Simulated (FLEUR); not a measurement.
# Al2Cu (I4/mmm) in FLEUR: a series of runs

The runs below take Al2Cu through equation of state, band structure, with PBEsol.

Program: FLEUR MaX-R8.1 (later development tree). These are calculated values, not measurements. Logs are shortened: lines on timing, memory, paths and dates and some standing lists are left out, and cuts for length are marked.

**1. The structure**

The structure is tetragonal, space group I4/mmm (No. 139). The conventional cell has a = 4.061 Å, b = 4.061 Å, c = 5.702 Å, α = 90.00°, β = 90.00°, γ = 90.00°. Around Cu (site symmetry 4/mmm) lie 8 Al at 2.48 Å. Al (site symmetry -4m2) is surrounded by 4 Cu at 2.48 Å and 2 Al at 2.85 Å.

The cell comes from a database or a generator and needn't be the stable form of this composition.

**2. Equation of state, PBEsol, 14.73 Å³/atom (volume scaled by 0.94)**

inp.xml

```xml
<?xml version="1.0" encoding="UTF-8" standalone="no"?>
<fleurInput fleurInputVersion="0.39">
   <comment>
      Al2Cu                                                                                               
   </comment>
   <calculationSetup>
      <cutoffs Kmax="4.97" Gmax="15.4" GmaxXC="15.4" numbands="0"/>
      <scfLoop itmax="60" minDistance="0.00001" maxIterBroyd="15" imix="Anderson" alpha="0.05" precondParam="0.0" spinf="2.0" sdNocoIR="T"/>
      <coreElectrons ctail="T" frcor="F" kcrel="0" coretail_lmax="0"/>
      <xcFunctional name="PBEs" relativisticCorrections="F"/>
      <magnetism jspins="1"/>
      <soc l_soc="F" theta="0.0" phi="0.0" spav="F"/>
      <expertModes spex="0" secvar="F"/>
      <geometryOptimization l_f="F" forcealpha="1.0" forcemix="BFGS" epsdisp="0.0005" epsforce="0.0002"/>
      <ldaU l_linMix="F" mixParam="0.05" spinf="1.0"/>
   </calculationSetup>
   <cell>
      <bzIntegration valenceElectrons="41.0" mode="hist" fermiSmearingEnergy="0.00183747">
         <kPointListSelection listName="default-1"/>
         <!-- k-points included here -->
         <xi:include xmlns:xi="http://www.w3.org/2001/XInclude" href="kpts.xml"> </xi:include>
      </bzIntegration>
      <!-- symmetry operations included here -->
      <xi:include xmlns:xi="http://www.w3.org/2001/XInclude" href="sym.xml"> </xi:include>
      <bulkLattice scale="0.9795861087">
         <bravaisMatrix>
            <row-1>   -3.8367818155050522     3.8367818155050522     5.3877868154903119</row-1>
            <row-2>    3.8367818155050522    -3.8367818155050522     5.3877868154903119</row-2>
            <row-3>    3.8367818155050522     3.8367818155050522    -5.3877868154903119</row-3>
         </bravaisMatrix>
      </bulkLattice>
   </cell>
   <atomSpecies>
      <species name="Copper (Cu)" element="Cu" atomicNumber="29">
         <mtSphere radius="2.24" gridPoints="763" logIncrement="0.016"/>
         <atomicCutoffs lmax="9" lnonsphr="9"/>
         <electronConfig flipSpins="F">
            <coreConfig>(1s1/2) (2s1/2) (2p1/2) (2p3/2)</coreConfig>
            <valenceConfig>(3s1/2) (3p1/2) (3p3/2) (4s1/2) (3d3/2) (3d5/2)</valenceConfig>
            <stateOccupation state="(4s1/2)" spinUp="0.500000" spinDown="0.500000"/>
         </electronConfig>
         <energyParameters s="4" p="4" d="3" f="4"/>
         <lo type="SCLO" l="0" n="3" eDeriv="0"/>
         <lo type="SCLO" l="1" n="3" eDeriv="0"/>
         <lo type="SCLO" l="1" n="3" eDeriv="1"/>
         <lo type="SCLO" l="2" n="3" eDeriv="2"/>
         <lo type="SCLO" l="3" n="4" eDeriv="2"/>
      </species>
      <species name="Aluminum (Al)" element="Al" atomicNumber="13">
         <mtSphere radius="1.97" gridPoints="675" logIncrement="0.017"/>
         <atomicCutoffs lmax="8" lnonsphr="8"/>
         <electronConfig flipSpins="F">
            <coreConfig>(1s1/2)</coreConfig>
            <valenceConfig>(2s1/2) (2p1/2) (2p3/2) (3s1/2) (3p1/2) (3p3/2)</valenceConfig>
            <stateOccupation state="(3p1/2)" spinUp="0.166667" spinDown="0.166667"/>
            <stateOccupation state="(3p3/2)" spinUp="0.333333" spinDown="0.333333"/>
         </electronConfig>
         <energyParameters s="3" p="3" d="3" f="4"/>
         <lo type="SCLO" l="0" n="2" eDeriv="0"/>
         <lo type="SCLO" l="1" n="2" eDeriv="0"/>
         <lo type="SCLO" l="2" n="3" eDeriv="2"/>
         <lo type="SCLO" l="3" n="4" eDeriv="2"/>
      </species>
   </atomSpecies>
   <atomGroups>
      <atomGroup species="Copper (Cu)">
         <relPos label="                   1">1.000/2.000 1.000/2.000 .0000000000</relPos>
         <force calculate="T" relaxXYZ="TTT"/>
      </atomGroup>
      <atomGroup species="Aluminum (Al)">
         <relPos label="                   2">1.000/4.000 -1.000/4.000 1.000/2.000</relPos>
         <relPos label="                   3">-1.000/4.000 1.000/4.000 1.000/2.000</relPos>
         <force calculate="T" relaxXYZ="TTT"/>
      </atomGroup>
   </atomGroups>
   <output dos="F" band="F" slice="F">
      <checks vchk="F" cdinf="F"/>
      <bandDOS minEnergy="-.5*Htr" maxEnergy="0.5*Htr" sigma="0.015" storeEVData="T"/>
      <vacuumDOS vacdos="F" integ="F" star="F" nstars="0" locx1="0.0" locy1="0.0" locx2="0.0" locy2="0.0" nstm="0" tworkf="0.0"/>
      <unfoldingBand unfoldBand="F" supercellX="1" supercellY="1" supercellZ="1"/>
      <plotting iplot="0" polar="F">
         <plot TwoD="T" vec1="  1.0  0.0  0.0" vec2="  0.0  1.0  0.0" vec3="  0.0  0.0  1.0" zero="  0.0  0.0  0.0" file="plot"/>
      </plotting>
      <chargeDensitySlicing numkpt="0" minEigenval="0.0" maxEigenval="0.0" nnne="0" pallst="F"/>
      <specialOutput eonly="F"/>
      <moessbauerParams electricFieldGradient="T" isomerShift="T" coreHyperfine="T" valenceHyperfine="T"/>
      <magneticCircularDichroism mcd="F" energyLo="-10.0" energyUp="0.0"/>
   </output>
  <!-- We include the file relax.xml here to enable relaxations (see documentation) -->
  <xi:include xmlns:xi="http://www.w3.org/2001/XInclude" href="relax.xml"> <xi:fallback/> </xi:include>
</fleurInput>
```

Potentials or basis: all-electron, FLAPW.

On the command line:

```bash
$ inpgen -f crystal.txt -profile fastHighL
$ # inp.xml edited to the form shown
$ fleur_MPI
```

Output:

```text
Welcome to FLEUR        (www.flapw.de)
      MaX-Release 8.1          (www.max-centre.eu)

 ========== k-point set info ==========
 Selected k-point list: default-1
 k-point list type: mesh
 9 x 9 x 9
 Number of k points: 75

 ------------Calculation Setup---------------------------
 Number of MPI-tasks      :            1
 Number of PE/node        :            1
 Number of OMP-threads    :            1
 Most efficient MPI parallelization for:
           1           3           5          15          25          75
 Additional eigenvalue parallelization possible
 Number of basis functions:          735
 Approximate size of matrices (H+S) per k-point:         0.008 GB
 --------------------------------------------------------
 Iteration:     1   Distance:      42.18265986 me/bohr^3
 Iteration:     2   Distance:      23.21646270 me/bohr^3
 Iteration:     3   Distance:       7.66018968 me/bohr^3
 Iteration:     4   Distance:       6.64084112 me/bohr^3
 Iteration:     5   Distance:       2.28876388 me/bohr^3
 Iteration:     6   Distance:       1.53197695 me/bohr^3
 Iteration:     7   Distance:       0.76828883 me/bohr^3
 Iteration:     8   Distance:       1.02485281 me/bohr^3
 Iteration:     9   Distance:       0.02022639 me/bohr^3
 Iteration:    10   Distance:       0.01351440 me/bohr^3
 Iteration:    11   Distance:       0.00943147 me/bohr^3
 Iteration:    12   Distance:       0.00170385 me/bohr^3
 Iteration:    13   Distance:       0.00166241 me/bohr^3
 Iteration:    14   Distance:       0.00008552 me/bohr^3
 Iteration:    15   Distance:       0.00001350 me/bohr^3
 Iteration:    16   Distance:       0.00001016 me/bohr^3
 Iteration:    17   Distance:       0.00000276 me/bohr^3

 ********************************************************************
 Run finished successfully
 Stop message:
   all done
 ********************************************************************
```

Wall time 3.8 min (1 thread of Arm Neoverse V2, shared host); peak memory 0.08 GiB.

What came out:

* Free energy: -58188.9948 eV
* Band gap on the k mesh: none (metal or under the smearing width)
* Valence electrons inside the program's atomic spheres: Cu 18.18; Al 8.88 (radii Cu 2.24, Al 1.97 bohr)

**3. Equation of state, PBEsol, 15.04 Å³/atom (volume scaled by 0.96)**

inp.xml: that of step 2 with these lines changed.

```diff
@@ -24,3 +24,3 @@
       <xi:include xmlns:xi="http://www.w3.org/2001/XInclude" href="sym.xml"> </xi:include>
-      <bulkLattice scale="0.9795861087">
+      <bulkLattice scale="0.9864848297">
          <bravaisMatrix>
```

Potentials or basis: all-electron, FLAPW.

On the command line:

```bash
$ inpgen -f crystal.txt -profile fastHighL
$ # inp.xml edited to the form shown
$ fleur_MPI
```

It took 3.9 min on 1 thread of Arm Neoverse V2, shared host; peak memory 0.08 GiB.

The run converged. Its results:

- Free energy: -58189.0292 eV
- Band gap on the k mesh: none (metal or under the smearing width)
- Valence electrons inside the program's atomic spheres: Cu 18.15; Al 8.86 (radii Cu 2.24, Al 1.97 bohr)

**4. Equation of state, PBEsol, 15.36 Å³/atom (volume scaled by 0.98)**

inp.xml: that of step 3 with these lines changed.

```diff
@@ -24,3 +24,3 @@
       <xi:include xmlns:xi="http://www.w3.org/2001/XInclude" href="sym.xml"> </xi:include>
-      <bulkLattice scale="0.9864848297">
+      <bulkLattice scale="0.9932883884">
          <bravaisMatrix>
```

On the command line:

```bash
$ inpgen -f crystal.txt -profile fastHighL
$ # inp.xml edited to the form shown
$ fleur_MPI
```

It took 4.1 min on 1 thread of Arm Neoverse V2, shared host; peak memory 0.09 GiB.

It converged, with:

| Quantity | Value |
| --- | --- |
| Free energy | -58189.0485 eV |
| Band gap on the k mesh | none (metal or under the smearing width) |
| Valence electrons inside the program's atomic spheres | Cu 18.12; Al 8.85 (radii Cu 2.24, Al 1.97 bohr) |

**5. Equation of state, PBEsol, 15.67 Å³/atom**

inp.xml: that of step 4 with these lines changed.

```diff
@@ -24,3 +24,3 @@
       <xi:include xmlns:xi="http://www.w3.org/2001/XInclude" href="sym.xml"> </xi:include>
-      <bulkLattice scale="0.9932883884">
+      <bulkLattice scale="1.0000000000">
          <bravaisMatrix>
```

On the command line:

```bash
$ inpgen -f crystal.txt -profile fastHighL
$ # inp.xml edited to the form shown
$ fleur_MPI
```

It took 3.8 min on 1 thread of Arm Neoverse V2, shared host; peak memory 0.08 GiB.

The run converged. Its results:

| Quantity | Value |
| --- | --- |
| Free energy | -58189.0542 eV |
| Band gap on the k mesh | none (metal or under the smearing width) |
| Valence electrons inside the program's atomic spheres | Cu 18.10; Al 8.84 (radii Cu 2.24, Al 1.97 bohr) |

**6. Equation of state, PBEsol, 15.98 Å³/atom (volume scaled by 1.02)**

inp.xml: that of step 5 with these lines changed.

```diff
@@ -24,3 +24,3 @@
       <xi:include xmlns:xi="http://www.w3.org/2001/XInclude" href="sym.xml"> </xi:include>
-      <bulkLattice scale="1.0000000000">
+      <bulkLattice scale="1.0066227096">
          <bravaisMatrix>
```

Potentials or basis: all-electron, FLAPW.

On the command line:

```bash
$ inpgen -f crystal.txt -profile fastHighL
$ # inp.xml edited to the form shown
$ fleur_MPI
```

It took 4.2 min on 1 thread of Arm Neoverse V2, shared host; peak memory 0.09 GiB.

Results (log left out):

| Property | Result |
| --- | --- |
| Free energy | -58189.0477 eV |
| Band gap on the k mesh | none (metal or under the smearing width) |
| Valence electrons inside the program's atomic spheres | Cu 18.07; Al 8.83 (radii Cu 2.24, Al 1.97 bohr) |

**7. Equation of state, PBEsol, 16.30 Å³/atom (volume scaled by 1.04)**

inp.xml: that of step 6 with these lines changed.

```diff
@@ -24,3 +24,3 @@
       <xi:include xmlns:xi="http://www.w3.org/2001/XInclude" href="sym.xml"> </xi:include>
-      <bulkLattice scale="1.0066227096">
+      <bulkLattice scale="1.0131594038">
          <bravaisMatrix>
```

On the command line:

```bash
$ inpgen -f crystal.txt -profile fastHighL
$ # inp.xml edited to the form shown
$ fleur_MPI
```

Run time: 4.7 min. Hardware: 1 thread of Arm Neoverse V2, shared host; peak memory 0.09 GiB.

The run converged. Its results:

```yaml
Free_energy: -58189.0303 eV
Band_gap_on_the_k_mesh: none (metal or under the smearing width)
Valence_electrons_inside_the_program's_atomic_spheres: Cu 18.05; Al 8.82 (radii Cu 2.24, Al 1.97 bohr)
```

**8. Equation of state, PBEsol, 16.61 Å³/atom (volume scaled by 1.06)**

inp.xml: that of step 7 with these lines changed.

```diff
@@ -24,3 +24,3 @@
       <xi:include xmlns:xi="http://www.w3.org/2001/XInclude" href="sym.xml"> </xi:include>
-      <bulkLattice scale="1.0131594038">
+      <bulkLattice scale="1.0196128224">
          <bravaisMatrix>
```

On the command line:

```bash
$ inpgen -f crystal.txt -profile fastHighL
$ # inp.xml edited to the form shown
$ fleur_MPI
```

Wall time 4.9 min (1 thread of Arm Neoverse V2, shared host); peak memory 0.09 GiB.

The run converged. Its results:

```
Free energy                                           : -58189.0031 eV
Band gap on the k mesh                                : none (metal or under the smearing width)
Valence electrons inside the program's atomic spheres : Cu 18.03; Al 8.81 (radii Cu 2.24, Al 1.97 bohr)
```

**9. Equation of state, PBEsol**

Potentials or basis: all-electron, FLAPW.

No new run: the results of the series are fitted here.

What came out:

```yaml
Equilibrium_volume: 15.65 Å³/atom
Bulk_modulus_at_fixed_shape_and_positions: 104 GPa
Pressure_derivative_of_the_bulk_modulus: 4.4
```

Energy against volume, from the lowest point:
```
volume (Å³/atom)  energy (meV/atom)
          14.730              19.78
          15.044               8.32
          15.357               1.90
          15.671               0.00
          15.984               2.16
          16.297               7.96
          16.611              17.02
```

Caveat: the cell was scaled at fixed shape and fractional positions, which overstates the stiffness of a crystal with free parameters, most of all of layers and chains.

**10. Band structure, PBEsol**

Changes to inp.xml since step 8:

```diff
@@ -6,3 +6,3 @@
    <calculationSetup>
-      <cutoffs Kmax="4.97" Gmax="15.4" GmaxXC="15.4" numbands="0"/>
+      <cutoffs Kmax="4.8" Gmax="14.9" GmaxXC="14.9" numbands="0"/>
       <scfLoop itmax="60" minDistance="0.00001" maxIterBroyd="15" imix="Anderson" alpha="0.05" precondParam="0.0" spinf="2.0" sdNocoIR="T"/>
@@ -13,3 +13,3 @@
       <expertModes spex="0" secvar="F"/>
-      <geometryOptimization l_f="F" forcealpha="1.0" forcemix="BFGS" epsdisp="0.0005" epsforce="0.0002"/>
+      <geometryOptimization l_f="F" forcealpha="1.0" forcemix="BFGS" epsdisp="0.00001" epsforce="0.00001"/>
       <ldaU l_linMix="F" mixParam="0.05" spinf="1.0"/>
@@ -24,3 +24,3 @@
       <xi:include xmlns:xi="http://www.w3.org/2001/XInclude" href="sym.xml"> </xi:include>
-      <bulkLattice scale="1.0196128224">
+      <bulkLattice scale="1.0">
          <bravaisMatrix>
@@ -34,3 +34,3 @@
       <species name="Copper (Cu)" element="Cu" atomicNumber="29">
-         <mtSphere radius="2.24" gridPoints="763" logIncrement="0.016"/>
+         <mtSphere radius="2.31" gridPoints="763" logIncrement="0.016"/>
          <atomicCutoffs lmax="9" lnonsphr="9"/>
@@ -49,3 +49,3 @@
       <species name="Aluminum (Al)" element="Al" atomicNumber="13">
-         <mtSphere radius="1.97" gridPoints="675" logIncrement="0.017"/>
+         <mtSphere radius="2.04" gridPoints="675" logIncrement="0.017"/>
          <atomicCutoffs lmax="8" lnonsphr="8"/>
```

crystal.txt

```
Al2Cu
&input cartesian=F /
-2.0303375000  2.0303375000  2.8510940000
2.0303375000  -2.0303375000  2.8510940000
2.0303375000  2.0303375000  -2.8510940000
1.8897261246
1.0 1.0 1.0

3
29 0.5000000000  0.5000000000  0.0000000000
13 0.2500000000  0.7500000000  0.5000000000
13 0.7500000000  0.2500000000  0.5000000000

&kpt div1=9 div2=9 div3=9 gamma=T /
```

inp.xml (bands)

```
<?xml version="1.0" encoding="UTF-8" standalone="no"?>
<fleurInput fleurInputVersion="0.39">
   <comment>
      Al2Cu                                                                                               
   </comment>
   <calculationSetup>
      <cutoffs Kmax="4.8" Gmax="14.9" GmaxXC="14.9" numbands="0"/>
      <scfLoop itmax="60" minDistance="0.00001" maxIterBroyd="15" imix="Anderson" alpha="0.05" precondParam="0.0" spinf="2.0" sdNocoIR="T"/>
      <coreElectrons ctail="T" frcor="F" kcrel="0" coretail_lmax="0"/>
      <xcFunctional name="PBEs" relativisticCorrections="F"/>
      <magnetism jspins="1"/>
      <soc l_soc="F" theta="0.0" phi="0.0" spav="F"/>
      <expertModes spex="0" secvar="F"/>
      <geometryOptimization l_f="F" forcealpha="1.0" forcemix="BFGS" epsdisp="0.00001" epsforce="0.00001"/>
      <ldaU l_linMix="F" mixParam="0.05" spinf="1.0"/>
   </calculationSetup>
   <cell>
      <bzIntegration valenceElectrons="41.0" mode="hist" fermiSmearingEnergy="0.00183747">
         <kPointListSelection listName="path-1"/>
         <!-- k-points included here -->
         <xi:include xmlns:xi="http://www.w3.org/2001/XInclude" href="kpts.xml"> </xi:include>
      </bzIntegration>
      <!-- symmetry operations included here -->
      <xi:include xmlns:xi="http://www.w3.org/2001/XInclude" href="sym.xml"> </xi:include>
      <bulkLattice scale="1.0">
         <bravaisMatrix>
[... 30 lines left out ...]
         </electronConfig>
         <energyParameters s="3" p="3" d="3" f="4"/>
         <lo type="SCLO" l="0" n="2" eDeriv="0"/>
         <lo type="SCLO" l="1" n="2" eDeriv="0"/>
         <lo type="SCLO" l="2" n="3" eDeriv="2"/>
         <lo type="SCLO" l="3" n="4" eDeriv="2"/>
      </species>
   </atomSpecies>
   <atomGroups>
      <atomGroup species="Copper (Cu)">
         <relPos label="                   1">1.000/2.000 1.000/2.000 .0000000000</relPos>
         <force calculate="T" relaxXYZ="TTT"/>
      </atomGroup>
      <atomGroup species="Aluminum (Al)">
         <relPos label="                   2">1.000/4.000 -1.000/4.000 1.000/2.000</relPos>
         <relPos label="                   3">-1.000/4.000 1.000/4.000 1.000/2.000</relPos>
         <force calculate="T" relaxXYZ="TTT"/>
      </atomGroup>
   </atomGroups>
   <output dos="F" band="T" slice="F">
      <checks vchk="F" cdinf="F"/>
      <bandDOS minEnergy="-.5*Htr" maxEnergy="0.5*Htr" sigma="0.015" storeEVData="T"/>
      <vacuumDOS vacdos="F" integ="F" star="F" nstars="0" locx1="0.0" locy1="0.0" locx2="0.0" locy2="0.0" nstm="0" tworkf="0.0"/>
      <unfoldingBand unfoldBand="F" supercellX="1" supercellY="1" supercellZ="1"/>
      <plotting iplot="0" polar="F">
         <plot TwoD="T" vec1="  1.0  0.0  0.0" vec2="  0.0  1.0  0.0" vec3="  0.0  0.0  1.0" zero="  0.0  0.0  0.0" file="plot"/>
      </plotting>
      <chargeDensitySlicing numkpt="0" minEigenval="0.0" maxEigenval="0.0" nnne="0" pallst="F"/>
      <specialOutput eonly="F"/>
      <moessbauerParams electricFieldGradient="T" isomerShift="T" coreHyperfine="T" valenceHyperfine="T"/>
      <magneticCircularDichroism mcd="F" energyLo="-10.0" energyUp="0.0"/>
   </output>
  <!-- We include the file relax.xml here to enable relaxations (see documentation) -->
  <xi:include xmlns:xi="http://www.w3.org/2001/XInclude" href="relax.xml"> <xi:fallback/> </xi:include>
</fleurInput>
```

On the command line:

```bash
$ inpgen -f crystal.txt -profile fastHighL
$ # inp.xml edited to the form shown
$ fleur_MPI
$ fleur_MPI   # second run, on inp.xml (bands)
```

It took 3.6 min on 1 thread of Arm Neoverse V2, shared host; peak memory 0.08 GiB.

The run converged. Its results:

```yaml
Free_energy: -58189.0542 eV
Band_gap_along_the_path: none (metal or under the smearing width)
Valence_electrons_inside_the_program's_atomic_spheres: Cu 18.29; Al 8.95 (radii Cu 2.31, Al 2.04 bohr)
```

Levels at the corners of the path, in eV from the Fermi level:
```csv
point,band 18,band 19,band 20,band 21,band 22,band 23,band 24,band 25
Γ,-3.98,2.89,2.89,2.94,2.95,3.03,3.03,4.38
X,-3.82,-3.73,-2.00,-1.94,0.47,1.55,9.08,10.65
Y,-3.79,-3.56,-3.56,-2.43,4.07,4.31,5.04,5.71
S,-3.97,-3.77,-3.15,-1.36,1.21,4.33,6.65,8.85
Γ,-3.98,2.89,2.89,2.94,2.95,3.03,3.03,4.38
Z,-3.82,-3.71,-2.02,-2.02,0.39,1.50,9.09,10.72
S1,-3.97,-3.77,-3.15,-1.36,1.21,4.33,6.65,8.85
N,-3.92,-3.92,0.59,0.66,2.97,3.01,3.88,4.42
P,-3.80,-3.57,-3.57,-2.42,4.26,4.26,5.15,5.83
Y1,-3.79,-3.56,-3.56,-2.43,4.07,4.31,5.04,5.71
Z,-3.82,-3.71,-2.02,-2.02,0.39,1.50,9.09,10.72
X,-3.82,-3.73,-2.00,-1.94,0.47,1.55,9.08,10.65
P,-3.80,-3.57,-3.57,-2.42,4.26,4.26,5.15,5.83
```

Core levels (eV from the Fermi level):
```
atom                                                    levels
1 Cu  1s1/2 -8840.0, 2s1/2 -1060.8, 2p1/2 -929.5, 2p3/2 -909.1
2 Al                                             1s1/2 -1502.5
3 Al                                             1s1/2 -1502.5
```
